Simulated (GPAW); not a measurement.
HgTe (Coloradoite): single point with PBE

HgTe (Coloradoite):

```
CELL_PARAMETERS angstrom
0.00000 3.21450 3.21450
3.21450 0.00000 3.21450
3.21450 3.21450 0.00000
ATOMIC_POSITIONS crystal
Hg 0.00000 0.00000 0.00000
Te 0.75000 0.75000 0.75000
```

```json
{
 "Program": "GPAW 26.7.0",
 "Task": "single point",
 "Functional": "PBE",
 "Potentials or basis": "GPAW PAW data sets (gpaw-data 1.2.1)",
 "Cutoff": "600 eV",
 "Basis": "pw",
 "k mesh": "7 × 7 × 7",
 "Occupations": "gaussian, width 0.028 eV",
 "Spin": "no spin polarisation",
 "Maxiter": "150"
}
```

* Pressure: 4.5 GPa
* Band gap on the k mesh: none (metal or under the smearing width)

Levels at points of the mesh, in eV from the Fermi level:
```
           k point  band 9  band 10  band 11  band 12  band 13  band 14
(0.00, 0.00, 0.00)   -7.04    -0.56    -0.01    -0.01    -0.01     4.23
```

Wall time 15 s on 1 thread of Arm Neoverse V2, with other jobs on the host, peak memory 0.17 GiB.

The run has no spin-orbit coupling, so splittings on Hg, Te are missing.
